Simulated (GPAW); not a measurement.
Runs of GPAW 26.7.0 on ZrC. It takes space group Fm-3m (No. 225, cubic). The conventional cell has a = 4.730 Å, b = 4.730 Å, c = 4.730 Å, α = 90.00°, β = 90.00°, γ = 90.00°. Around Zr (site symmetry m-3m) lie 6 C at 2.37 Å. C (site symmetry m-3m) is surrounded by 6 Zr at 2.37 Å. 

| task | level | potentials or basis | spin | k mesh | cutoff (eV) | maxiter | hybrids on these orbitals | band path | band points | spin axis theta (degrees) | other keys | mesh quality | gap on the mesh (eV) | pressure (GPa) | V0 of scaled cells (Å³/atom) | B0 (GPa) |
| --- | --- | --- | --- | --- | --- | --- | --- | --- | --- | --- | --- | --- | --- | --- | --- | --- |
| one-shot levels on a semilocal density | PBE | GPAW PAW data sets (gpaw-data 1.2.1), pw | off | 6 × 6 × 6 | 600 | 150 | ["HSE06", "HSE03", "EXX"] | - | - | - | - | coarse | none | -3.7 | - | - |
| single point | PBE | GPAW PAW data sets (gpaw-data 1.2.1), pw | off | 8 × 8 × 8 | 900 | 75 | - | - | - | - | several, not listed | not flagged | none | -3.8 | - | - |
| single point | TB-mBJ | GPAW PAW data sets for LDA (gpaw-data 1.2.1), pw | off | 8 × 8 × 8 | 800 | 150 | - | - | - | - | - | not flagged | none | - | - | - |
| equation of state | PBEsol+D3 | PAW data sets generated in the run's folder for this functional, pw | off | 8 × 8 × 8 | 800 | 150 | - | - | - | - | - | not flagged | - | - | (b) | 244 |
| band structure | PBEsol | PAW data sets generated in the run's folder for this functional, pw | SOC, no magnetisation | 8 × 8 × 8 | 800 | 150 | - | GXWKGLUWLK,UX | 60 | 54.7 | - | not flagged | - | -9.3 | - | - |
| equation of state | C09-vdW | GPAW PAW data sets (gpaw-data 1.2.1), pw | off | 8 × 8 × 8 | 800 | 150 | - | - | - | - | - | not flagged | - | - | 12.82 | (a) |
| equation of state | PBEsol+D4 | PAW data sets generated in the run's folder for this functional, pw | off | 8 × 8 × 8 | 800 | 150 | - | - | - | - | - | not flagged | - | - | 12.58 | (c) |

Alike in all rows: cell as given; smearing fermi-dirac 0.05 eV.

Fill in the values left out.

(a) 234; (b) 12.50; (c) 240.

Caveats: some runs use coarse meshes; the PAW data sets were made with another functional, which shifts forces and pressure a little (some runs); the cutoff is short for stress and forces, so pressures can be off by a GPa or more (some runs); one-shot exact exchange on a metal's smeared states is rough (some runs); a model potential gives levels but no total energy (some runs); spin-orbit coupling was added after a scalar SCF, so levels and gaps hold it while energy, forces, pressure and moments don't (some runs); this program's spin-orbit splittings come out too wide for heavy elements (some runs).

A k mesh can miss the band edges, and rows without SOC leave out spin-orbit coupling on Zr.

A gap of «none» marks a metal or a gap under the smearing width.
